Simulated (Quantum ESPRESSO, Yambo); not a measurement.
Planning a run of Yambo 5.3.0 on NaF (Villiaumite). The input:

```
HF_and_locXC
gw0
dyson
mpa
em1d
rim_cut
RandQpts= 1000000
RandGvec= 1 RL
EXXRLvcs= 76 Ry
VXCRLvcs= 304 Ry
Chimod= "HARTREE"
% BndsRnXm
 1 | 126 |
%
NGsBlkXm= 17 Ry
% LongDrXm
 1 | 1 | 1 |
%
% GbndRnge
 1 | 126 |
%
DysSolver= "n"
ExtendOut
EnSampXm= "2l"
EnGridXm= "ho"
% EnRngeXm
 0 | 60 | eV
%
% ImRngeXm
 1 | 27.21138 | eV
%
% DmRngeXm
 0.001 | 2.721138 | eV
%
ETStpsXm= 16
IntSolXm= "PT"
% QPkrange
 1 | 1 | 7 | 10 |
%
```

The database entry behind the starting cell differs from later determinations by our own check (0.1 to 0.3 % short, probably kX units), so it need not match the best structure at ambient conditions.

```sh
OMP_NUM_THREADS=1 mpirun -n 4 yambo -F gw9.in -J gw9 -C gw9 > gw9.log
```

The stored states that it reads are on a 6×6×6 mesh. It takes space group Fm-3m (No. 225, cubic). The conventional cell has a = 4.620 Å, b = 4.620 Å, c = 4.620 Å, α = 90.00°, β = 90.00°, γ = 90.00°. Nearest to Na lie 6 F at 2.31 Å. Nearest to F lie 6 Na at 2.31 Å. Farther neighbours and most contacts between anions are not listed.

Question: How long will it take on 4 MPI ranks of Arm Neoverse V2, shared host, and how much memory?

It took 8.1 min; on shared hardware allow 4 min to 16 min. Peak host memory was 1.7 GiB.

The screening grows as filled bands × empty bands × pairs of k points, times the square of the screening basis for the matrix.

[Paths, hosts, dates, memory and timing lines, banners, echoed tables and standing remarks are left out of the program output.]

[Logs are printed without paths, hosts, clocks, repeated set-up lines and the standing remarks that a program may print on its own settings, such as how far it seeks lower states.]

[Runs of the session that timed out or met a known fault of the program may be left out.]

[Hosts, paths, dates, database ids (printed as entryN), source tags and the programs' standing remarks are cut or masked in the printed files.]
